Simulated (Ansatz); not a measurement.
# Al2Pt: the cost of one run

Computed with Ansatz 0.2.0 (DFT PBE, scalar-relativistic, plane waves, PAW, unless a step's input says otherwise).

4 further runs of the same task are left out: 4 set aside as unsound or not needed.

### 1 Starting point

It takes space group P-3m1 (No. 164, trigonal). Conventional cell: a = 4.205 Å, b = 4.205 Å, c = 23.583 Å, α = 90.00°, β = 90.00°, γ = 120.00°. Al (site symmetry 3m) is surrounded by 3 Pt at 2.52 Å and 3 Al at 2.84 Å. Around Pt (site symmetry 3m) lie 7 Al at 2.52 to 2.56 Å. Al (site symmetry 3m) is surrounded by 4 Pt at 2.56 to 2.57 Å and 6 Al at 2.84 to 2.97 Å. Al (site symmetry 3m) is surrounded by 4 Pt at 2.54 to 2.58 Å. Pt (site symmetry -3m) is surrounded by 8 Al at 2.57 to 2.58 Å.

Structure file:

```cif
data_structure
_symmetry_space_group_name_H-M 'P 1'
_symmetry_Int_Tables_number 1
_cell_length_a 4.2047
_cell_length_b 4.2047
_cell_length_c 23.5829
_cell_angle_alpha 90.000
_cell_angle_beta 90.000
_cell_angle_gamma 120.000
_cell_volume 361.08
loop_
_atom_site_label
_atom_site_type_symbol
_atom_site_fract_x
_atom_site_fract_y
_atom_site_fract_z
_atom_site_occupancy
Al1 Al 0.00000 0.00000 0.32804 1
Pt1 Pt 0.66667 0.33333 0.35593 1
Al2 Al 0.33333 0.66667 0.39091 1
Al3 Al 0.66667 0.33333 0.46344 1
Pt2 Pt 0.33333 0.66667 0.50000 1
Al4 Al 0.00000 0.00000 0.53656 1
Al5 Al 0.33333 0.66667 0.60909 1
Pt3 Pt 0.00000 0.00000 0.64407 1
Al6 Al 0.66667 0.33333 0.67196 1
```

Planes are indexed in the bulk's conventional cell (Fm-3m (No. 225)), a = 5.946 Å, b = 5.946 Å, c = 5.946 Å, α = 90.00°, β = 90.00°, γ = 90.00°.

As cut, it was a (111) slab, 8.6 Å thick as cut, with 15 Å of vacuum; its outer planes are Al (top) and Al (bottom); it was relaxed in an earlier run.

### 2 Bands of the relaxed slab

A dipole layer in the vacuum cancels the field that periodic copies would set up if the slab's two faces differ.

File input.yaml:

```yaml
crystal:
  lattice:
    - [4.2047455503, 0.0, 0.0]
    - [-2.1023727751, 3.641416463, 0.0]
    - [0.0, 0.0, 23.5829009136]
  atoms:
    - { symbol: Al, position: [0.0, 0.0, 0.32804203] }
    - { symbol: Pt, position: [0.6666666667, 0.3333333333, 0.3559326158] }
    - { symbol: Al, position: [0.3333333333, 0.6666666667, 0.3909141119] }
    - { symbol: Al, position: [0.6666666667, 0.3333333333, 0.4634361066] }
    - { symbol: Pt, position: [0.3333333333, 0.6666666667, 0.5000000015] }
    - { symbol: Al, position: [0.0, 0.0, 0.5365639001] }
    - { symbol: Al, position: [0.3333333333, 0.6666666667, 0.6090858866] }
    - { symbol: Pt, position: [0.0, 0.0, 0.644067382] }
    - { symbol: Al, position: [0.6666666667, 0.3333333333, 0.6719579656] }
basis:
  ecutwfc: 420
kpoints:
  mp_grid: { grid: [9, 9, 1] }
  band_path:
    path:
      - [0.5, 0, 0]
      - [0, 0, 0]
      - [0.3333333333333, 0.3333333333333, 0]
      - [0.5, 0, 0]
    npoints: 12
hamiltonian:
  xc: pbe
scf:
  occupations: { method: gaussian, width: 0.1 }
  n_extra_bands: 24
output:
  forces: true
  stress: true
  eigenvalues: true
  populations: true
  fatbands: true
  write_density: true
  write_potential: true
  elf: true
  volumetric_format: npy
efield:
  axis: 3
  dipole_correction: true
  ramp_width: 0.04
```

Launch:

```console
> ansatz run input.yaml --threads 2 --pin off --max-ram 4096MiB --backend cpu --events-out ev --progress --plain --runs-dir out
```

What time and memory should one allow on 2 threads of Arm Neoverse V2, shared host?

About 59 s, with a peak of 0.88 GiB.
